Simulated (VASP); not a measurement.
# Si under biaxial strain

How does Si answer to strain in the plane, when the third axis is free? The starting structure is a measured crystal structure from the Crystallography Open Database. All runs use LDA. The equilibrium cell comes from relaxations that aren't shown. The strained plane is (001) of the cubic or hexagonal setting. Its Cartesian x and y axes are then stretched or squeezed alike, and the third axis is relaxed.

Program: VASP 6.6.1. Level of theory: Kohn-Sham DFT with plane waves and PAW; LDA. Results are calculated unless marked as measured.

### Step 1. The starting structure

It takes space group Fd-3m (No. 227, cubic). Conventional cell: a = 5.431 Å, b = 5.431 Å, c = 5.431 Å, α = 90.00°, β = 90.00°, γ = 90.00°. Nearest to Si lie 4 Si at 2.35 Å.

### Step 2. Relaxation at no strain

This run starts from the cell of an earlier relaxation, which isn't shown; the restart sets up the plane waves anew.

File INCAR:

```
SYSTEM = Si
PREC = Accurate
ENCUT = 500
EDIFF = 1E-07
NELM = 100
ISMEAR = 0
SIGMA = 0.03
LREAL = .FALSE.
ALGO = Normal
GGA = CA
NBANDS = 14
LORBIT = 11
LWAVE = .FALSE.
LCHARG = .FALSE.
KPAR = 8
IBRION = 2
NSW = 50
ISIF = 3
EDIFFG = -0.003
LATTICE_CONSTRAINTS = .FALSE. .FALSE. .TRUE.
```

File POSCAR:

```
Si
1.0
    3.8207825967      0.0000000000      0.0000000000
    0.0000000000      3.8207825967      0.0000000000
    0.0000000000      0.0000000000      5.3971268544
Si
4
Direct
    0.0000000000      0.0000000000      0.5000000000
    0.5000000000      0.5000000000      0.0000000000
    0.5000000000      0.0000000000      0.7500000000
    0.0000000000      0.5000000000      0.2500000000
```

File KPOINTS:

```
Automatic mesh
0
Gamma
6 6 4
0 0 0
```

The projector-augmented-wave data sets are Si (LDA family, release 64).

Command:

```
$ mpirun -np 8 vasp_std
```

Output:

```text
[banner, memory and clock lines left out]
running    8 mpi-ranks, on    1 nodes
 distrk:  each k-point on    1 cores,    8 groups
 distr:  one band on    1 cores,    1 groups

 POSCAR found type information on POSCAR Si
 POSCAR found :  1 types and       4 ions
|                                                                             |
|           W    W    AA    RRRRR   N    N  II  N    N   GGGG   !!!           |
|           W    W   A  A   R    R  NN   N  II  NN   N  G    G  !!!           |
|           W    W  A    A  R    R  N N  N  II  N N  N  G       !!!           |
|           W WW W  AAAAAA  RRRRR   N  N N  II  N  N N  G  GGG   !            |
|           WW  WW  A    A  R   R   N   NN  II  N   NN  G    G                |
|           W    W  A    A  R    R  N    N  II  N    N   GGGG   !!!           |
|                                                                             |
|     For optimal performance we recommend to set                             |
|       NCORE = 2 up to number-of-cores-per-socket                            |
|     NCORE specifies how many cores store one orbital (NPAR=cpu/NCORE).      |
|     This setting can greatly improve the performance of VASP for DFT.       |
|     The default, NCORE=1 might be grossly inefficient on modern             |
|     multi-core architectures or massively parallel machines. Do your        |
|     Unfortunately you need to use the default for GW and RPA                |
|     calculations (for HF NCORE is supported but not extensively tested      |
|     yet).                                                                   |
|                                                                             |

 LDA part: xc-table for (Slater(with rela. corr.)+CA(PZ))
 , standard interpolation
 POSCAR, INCAR and KPOINTS ok, starting setup
 FFT: planning ... GRIDC
 FFT: planning ... GRID_SOFT
 FFT: planning ... GRID
 WAVECAR not read
 entering main loop
       N       E                     dE             d eps       ncg     rms          rms(c)
DAV:   1     0.261778505944E+02    0.26178E+02   -0.58477E+03   840   0.904E+02
DAV:   2    -0.221841037873E+02   -0.48362E+02   -0.44345E+02  1140   0.131E+02
DAV:   3    -0.243387017002E+02   -0.21546E+01   -0.21276E+01  1100   0.265E+01
DAV:   4    -0.243686996950E+02   -0.29998E-01   -0.29986E-01   984   0.401E+00
DAV:   5    -0.243692789373E+02   -0.57924E-03   -0.57917E-03  1100   0.526E-01    0.725E+00
DAV:   6    -0.239915129354E+02    0.37777E+00   -0.17154E-01   912   0.206E+00    0.436E+00
DAV:   7    -0.238211574304E+02    0.17036E+00   -0.32798E-01   948   0.289E+00    0.322E-01
DAV:   8    -0.238214548011E+02   -0.29737E-03   -0.22913E-02   948   0.882E-01    0.911E-02
DAV:   9    -0.238213572505E+02    0.97551E-04   -0.70832E-04  1050   0.158E-01    0.804E-02
DAV:  10    -0.238213840707E+02   -0.26820E-04   -0.62710E-05  1002   0.490E-02    0.797E-02
DAV:  11    -0.238213850146E+02   -0.94396E-06   -0.37970E-06  1020   0.124E-02    0.147E-03
DAV:  12    -0.238213850207E+02   -0.60438E-08   -0.40306E-08   720   0.143E-03
   1 F= -.23821385E+02 E0= -.23821385E+02  d E =-.238214E+02
 curvature:   0.00 expect dE= 0.000E+00 dE for cont linesearch  0.000E+00
 trial: gam= 0.00000 g(F)=  0.875E-61 g(S)=  0.198E-06 ort = 0.000E+00 (trialstep = 0.100E+01)
 search vector abs. value=  0.198E-06
 reached required accuracy - stopping structural energy minimisation
```

Wall time 2.2 s (8 MPI ranks of Intel Xeon 6975P-C (Granite Rapids), shared host); peak memory 1.3 GiB.

The logs omit lines about the potential files and the build; timing stands in the text.

OUTCAR, selected parts (step 2):

```text
ion  position               nearest neighbor table
   1  0.000  0.000  0.500-   3 2.34   4 2.34   4 2.34   3 2.34
   2  0.500  0.500  0.000-   3 2.34   4 2.34   3 2.34   4 2.34
   3  0.500  0.000  0.750-   1 2.34   2 2.34   2 2.34   1 2.34
   4  0.000  0.500  0.250-   1 2.34   2 2.34   1 2.34   2 2.34

  LATTYP: Found a simple tetragonal cell.
 ALAT       =     3.8207825967
 C/A-ratio  =     1.4125710421

 Subroutine GETGRP returns: Found 16 space group operations
 (whereof  8 operations were pure point group operations)

The static configuration has the point symmetry D_2d.
 The point group associated with its full space group is D_4h.

 Found     30 irreducible k-points:

   k-points           NKPTS =     30   k-points in BZ     NKDIM =     30   number of bands    NBANDS=     14

   dimension x,y,z NGX =    28 NGY =   28 NGZ =   40
   dimension x,y,z NGXF=    56 NGYF=   56 NGZF=   80

   ENCUT  =  500.0 eV  36.75 Ry    6.06 a.u.   6.97  6.97  9.84*2*pi/ulx,y,z

   NELECT =      16.0000    total number of electrons

 k-points in reciprocal lattice and weights: Automatic mesh
   0.00000000  0.00000000  0.00000000       0.007
   0.16666667  0.00000000  0.00000000       0.028
   0.33333333  0.00000000  0.00000000       0.028
   0.50000000  0.00000000  0.00000000       0.014
   0.16666667  0.16666667  0.00000000       0.028
   0.33333333  0.16666667  0.00000000       0.056
   0.50000000  0.16666667  0.00000000       0.028
   0.33333333  0.33333333  0.00000000       0.028
   0.50000000  0.33333333  0.00000000       0.028
[...]
0.50000000  0.33333333  0.50000000       0.028
   0.50000000  0.50000000  0.50000000       0.007

 average (electrostatic) potential at core
       1 -84.7039       2 -84.7039       3 -84.7039       4 -84.7039

 E-fermi :   6.1126

 k-point     1 :       0.0000    0.0000    0.0000
  band No.  band energies     occupation
    ...
      4       3.0381      2.00000
      5       3.0381      2.00000
      6       5.9376      2.00000
      7       5.9376      2.00000
      8       5.9449      2.00000
      9       6.5045      0.00000
     10       6.5045      0.00000
     11       8.4663      0.00000
     12       8.4713      0.00000
     13       8.4713      0.00000
    ...

 k-point     2 :       0.1667    0.0000    0.0000
  band No.  band energies     occupation
    ...
      4       2.0003      2.00000
      5       3.2340      2.00000
      6       4.3382      2.00000
      7       5.0557      2.00000
      8       5.8199      2.00000
      9       6.7331      0.00000
     10       8.3809      0.00000
     11       8.7225      0.00000
     12       8.8546      0.00000
     13       8.8700      0.00000
    ...

 k-point     3 :       0.3333    0.0000    0.0000
  band No.  band energies     occupation
    ...
      4       1.4197      2.00000
      5       2.1999      2.00000
      6       3.4707      2.00000
      7       3.7907      2.00000
      8       5.3672      2.00000
      9       7.3859      0.00000
     10       8.9502      0.00000
     11       9.4729      0.00000
     12       9.7412      0.00000
     13      11.5600      0.00000
    ...

  Total        0.0829126      0.0829126     -0.0040553      0.0000000      0.0000000      0.0000000
  in kB        1.6860233      1.6860233     -0.0824647      0.0000000      0.0000000      0.0000000
  external PRESSURE =       1.0965273 kB  Pullay stress =       0.0000000 kB

  energy-cutoff  :      500.00
  volume of cell :       78.79
      direct lattice vectors                 reciprocal lattice vectors
     3.820782597  0.000000000  0.000000000     0.261726485  0.000000000  0.000000000
     0.000000000  3.820782597  0.000000000     0.000000000  0.261726485  0.000000000
     0.000000000  0.000000000  5.397126854     0.000000000  0.000000000  0.185283768

 POSITION                                       TOTAL-FORCE (eV/Angst)
 -----------------------------------------------------------------------------------
      0.00000      0.00000      2.69856         0.000000     -0.000000     -0.000000
      1.91039      1.91039      0.00000         0.000000     -0.000000      0.000000
      1.91039      0.00000      4.04785        -0.000000      0.000000      0.000000
      0.00000      1.91039      1.34928        -0.000000      0.000000      0.000000
 -----------------------------------------------------------------------------------
    total drift:                               -0.000000      0.000000     -0.000000

  FREE ENERGIE OF THE ION-ELECTRON SYSTEM (eV)
  ---------------------------------------------------
  free  energy   TOTEN  =       -23.8213850207 eV

  energy  without entropy=      -23.8213850207  energy(sigma->0) =      -23.82138502

 reached required accuracy - stopping structural energy minimisation

 total charge
# of ion       s       p       d       tot
------------------------------------------
    1        0.758   0.959   0.000   1.717
    2        0.758   0.959   0.000   1.717
    3        0.758   0.959   0.000   1.717
    4        0.758   0.959   0.000   1.717
--------------------------------------------------
tot          3.031   3.836   0.000   6.867

[... 3 further parts left out ...]
```

The run keeps the 16 symmetry operations of its start, so it cannot find a distortion of lower symmetry.

No strain: 19.697 Å³ an atom and a mean stress of 0.11 GPa, with a third cell vector of 5.397 Å, and 0.475 eV of gap on the mesh.

### Step 3. Relaxation at -2 % along x and y

This run starts from the cell of an earlier relaxation, which isn't shown; the restart sets up the plane waves anew.

INCAR is that of step 2.

File POSCAR:

```
Si
1.0
    3.7443669448      0.0000000000      0.0000000000
    0.0000000000      3.7443669448      0.0000000000
    0.0000000000      0.0000000000      5.4829613299
Si
4
Direct
    0.0000000000      0.0000000000      0.5000000000
    0.5000000000      0.5000000000      0.0000000000
    0.5000000000      0.0000000000      0.7500000000
    0.0000000000      0.5000000000      0.2500000000
```

KPOINTS is that of step 2.

Command:

```
$ mpirun -np 8 vasp_std
```

Output:

```text
[banner, memory and clock lines left out]
running    8 mpi-ranks, on    1 nodes
[...]
[... a notice as in an earlier step ...]

 LDA part: xc-table for (Slater(with rela. corr.)+CA(PZ))
 , standard interpolation
 POSCAR, INCAR and KPOINTS ok, starting setup
[...]
entering main loop
       N       E                     dE             d eps       ncg     rms          rms(c)
DAV:   1     0.277086318161E+02    0.27709E+02   -0.60392E+03   840   0.915E+02
DAV:   2    -0.222072951556E+02   -0.49916E+02   -0.46025E+02  1142   0.135E+02
DAV:   3    -0.243357691877E+02   -0.21285E+01   -0.21092E+01  1080   0.264E+01
DAV:   4    -0.243638644306E+02   -0.28095E-01   -0.28075E-01   996   0.394E+00
[...]
DAV:  10    -0.237820631197E+02   -0.24635E-04   -0.64899E-05  1008   0.501E-02    0.778E-02
DAV:  11    -0.237820637862E+02   -0.66642E-06   -0.38233E-06  1026   0.124E-02    0.203E-03
DAV:  12    -0.237820637901E+02   -0.39906E-08   -0.43458E-08   708   0.147E-03
   1 F= -.23782064E+02 E0= -.23782064E+02  d E =-.237821E+02
[...]
reached required accuracy - stopping structural energy minimisation
```

It took 2.2 s on 8 MPI ranks; peak memory 1.2 GiB; 13 s of CPU time.

From OUTCAR (step 3):

```text
  Total        1.8689125      1.8689125      0.0003117      0.0000000      0.0000000      0.0000000
  in kB       38.9518036     38.9518036      0.0064958      0.0000000      0.0000000      0.0000000
  external PRESSURE =      25.9700343 kB  Pullay stress =       0.0000000 kB

 POSITION                                       TOTAL-FORCE (eV/Angst)
 -----------------------------------------------------------------------------------
      0.00000      0.00000      2.74148         0.000000      0.000000     -0.000000
      1.87218      1.87218      0.00000         0.000000     -0.000000     -0.000000
      1.87218      0.00000      4.11222        -0.000000      0.000000     -0.000000
      0.00000      1.87218      1.37074         0.000000     -0.000000      0.000000
 -----------------------------------------------------------------------------------
    total drift:                               -0.000000      0.000000     -0.000000

  FREE ENERGIE OF THE ION-ELECTRON SYSTEM (eV)
  ---------------------------------------------------
  free  energy   TOTEN  =       -23.7820637901 eV

  energy  without entropy=      -23.7820637901  energy(sigma->0) =      -23.78206379

[... 2 parts as in an earlier step ...]

[... 2 further parts left out ...]
[key lines of the parts left out:]
E-fermi :   6.4470
```

-2 % along x and y: 19.218 Å³ an atom and a mean stress of 2.60 GPa, with a third cell vector of 5.483 Å, and 0.343 eV of gap on the mesh.

### Step 4. Relaxation at +2 % along x and y

This run starts from the cell of an earlier relaxation, which isn't shown; the restart sets up the plane waves anew.

INCAR is that of step 3.

File POSCAR:

```
Si
1.0
    3.8971982486      0.0000000000      0.0000000000
    0.0000000000      3.8971982486      0.0000000000
    0.0000000000      0.0000000000      5.3090616180
Si
4
Direct
    0.0000000000      0.0000000000      0.5000000000
    0.5000000000      0.5000000000      0.0000000000
    0.5000000000      0.0000000000      0.7500000000
    0.0000000000      0.5000000000      0.2500000000
```

KPOINTS is that of step 3.

Command:

```
$ mpirun -np 8 vasp_std
```

Output:

```text
[... set-up lines as in an earlier step ...]
 entering main loop
       N       E                     dE             d eps       ncg     rms          rms(c)
DAV:   1     0.281743104805E+02    0.28174E+02   -0.59144E+03   840   0.908E+02
DAV:   2    -0.221340495806E+02   -0.50308E+02   -0.45360E+02  1150   0.130E+02
DAV:   3    -0.242766667367E+02   -0.21426E+01   -0.21107E+01  1104   0.260E+01
DAV:   4    -0.243063328270E+02   -0.29666E-01   -0.29649E-01   996   0.403E+00
[...]
DAV:  10    -0.237918722093E+02   -0.26751E-04   -0.60365E-05  1002   0.475E-02    0.751E-02
DAV:  11    -0.237918731792E+02   -0.96994E-06   -0.34739E-06  1038   0.118E-02    0.142E-03
DAV:  12    -0.237918731864E+02   -0.71818E-08   -0.40590E-08   702   0.146E-03
   1 F= -.23791873E+02 E0= -.23791872E+02  d E =-.237919E+02
[...]
reached required accuracy - stopping structural energy minimisation
```

It took 2.6 s on 8 MPI ranks; peak memory 1.3 GiB.

From OUTCAR (step 4):

```text
  Total       -1.5693720     -1.5693720      0.0000465      0.0000000      0.0000000      0.0000000
  in kB      -31.1827007    -31.1827007      0.0009246      0.0000000      0.0000000      0.0000000
  external PRESSURE =     -20.7881589 kB  Pullay stress =       0.0000000 kB

 POSITION                                       TOTAL-FORCE (eV/Angst)
 -----------------------------------------------------------------------------------
      0.00000      0.00000      2.65453        -0.000000     -0.000000     -0.000000
      1.94860      1.94860      0.00000         0.000000     -0.000000     -0.000000
      1.94860      0.00000      3.98180        -0.000000      0.000000     -0.000000
      0.00000      1.94860      1.32727         0.000000      0.000000      0.000000
 -----------------------------------------------------------------------------------
    total drift:                               -0.000000      0.000000     -0.000000

  FREE ENERGIE OF THE ION-ELECTRON SYSTEM (eV)
  ---------------------------------------------------
  free  energy   TOTEN  =       -23.7918731864 eV

  energy  without entropy=      -23.7918708766  energy(sigma->0) =      -23.79187203

[... 2 parts as in an earlier step ...]

[... 2 further parts left out ...]
[key lines of the parts left out:]
E-fermi :   5.9355
```

+2 % along x and y: 20.159 Å³ an atom and a mean stress of -2.08 GPa, with a third cell vector of 5.309 Å, and 0.134 eV of gap on the mesh.

### Step 5. Relaxation at -1 % along x and y

This run starts from the cell of an earlier relaxation, which isn't shown; the restart sets up the plane waves anew.

INCAR is that of step 4.

File POSCAR:

```
Si
1.0
    3.7825747707      0.0000000000      0.0000000000
    0.0000000000      3.7825747707      0.0000000000
    0.0000000000      0.0000000000      5.4401113067
Si
4
Direct
    0.0000000000      0.0000000000      0.5000000000
    0.5000000000      0.5000000000      0.0000000000
    0.5000000000      0.0000000000      0.7500000000
    0.0000000000      0.5000000000      0.2500000000
```

KPOINTS is that of step 4.

Command:

```
$ mpirun -np 8 vasp_std
```

Output:

```text
[... set-up lines as in an earlier step ...]
 entering main loop
       N       E                     dE             d eps       ncg     rms          rms(c)
DAV:   1     0.291560552717E+02    0.29156E+02   -0.59873E+03   840   0.912E+02
DAV:   2    -0.220773496679E+02   -0.51233E+02   -0.46232E+02  1110   0.134E+02
DAV:   3    -0.243445546891E+02   -0.22672E+01   -0.22324E+01  1112   0.274E+01
DAV:   4    -0.243752480206E+02   -0.30693E-01   -0.30679E-01  1002   0.404E+00
[...]
DAV:  10    -0.238108497342E+02   -0.26111E-04   -0.64204E-05  1008   0.497E-02    0.801E-02
DAV:  11    -0.238108506284E+02   -0.89413E-06   -0.37979E-06  1038   0.124E-02    0.163E-03
DAV:  12    -0.238108506334E+02   -0.50666E-08   -0.40505E-08   732   0.144E-03
   1 F= -.23810851E+02 E0= -.23810851E+02  d E =-.238109E+02
[...]
reached required accuracy - stopping structural energy minimisation
```

Run time: 2.2 s. Hardware: 8 MPI ranks; peak memory 1.3 GiB.

OUTCAR, selected parts (step 5):

```text
  Total        0.9605617      0.9605617     -0.0003436      0.0000000     -0.0000000      0.0000000
  in kB       19.7721103     19.7721103     -0.0070723      0.0000000     -0.0000000      0.0000000
  external PRESSURE =      13.1790494 kB  Pullay stress =       0.0000000 kB

 POSITION                                       TOTAL-FORCE (eV/Angst)
 -----------------------------------------------------------------------------------
      0.00000      0.00000      2.72006         0.000000     -0.000000      0.000000
      1.89129      1.89129      0.00000         0.000000      0.000000      0.000000
      1.89129      0.00000      4.08008        -0.000000     -0.000000      0.000000
      0.00000      1.89129      1.36003        -0.000000      0.000000     -0.000000
 -----------------------------------------------------------------------------------
    total drift:                               -0.000000      0.000000     -0.000000

  FREE ENERGIE OF THE ION-ELECTRON SYSTEM (eV)
  ---------------------------------------------------
  free  energy   TOTEN  =       -23.8108506334 eV

  energy  without entropy=      -23.8108506334  energy(sigma->0) =      -23.81085063

[... 2 parts as in an earlier step ...]

[... 2 further parts left out ...]
[key lines of the parts left out:]
E-fermi :   6.3008
```

-1 % along x and y: 19.459 Å³ an atom and a mean stress of 1.32 GPa, with a third cell vector of 5.440 Å, and 0.462 eV of gap on the mesh.

(Part 1 of 2 ends here.)

[Lines on the potential files, build, host, timing and source positions are cut from VASP's logs without a mark.]

[Logs are printed without paths, hosts, clocks, repeated set-up lines and the standing remarks that a program may print on its own settings, such as how far it seeks lower states.]

[Hosts, paths, dates, database ids (printed as entryN), source tags and the programs' standing remarks are cut or masked in the printed files.]
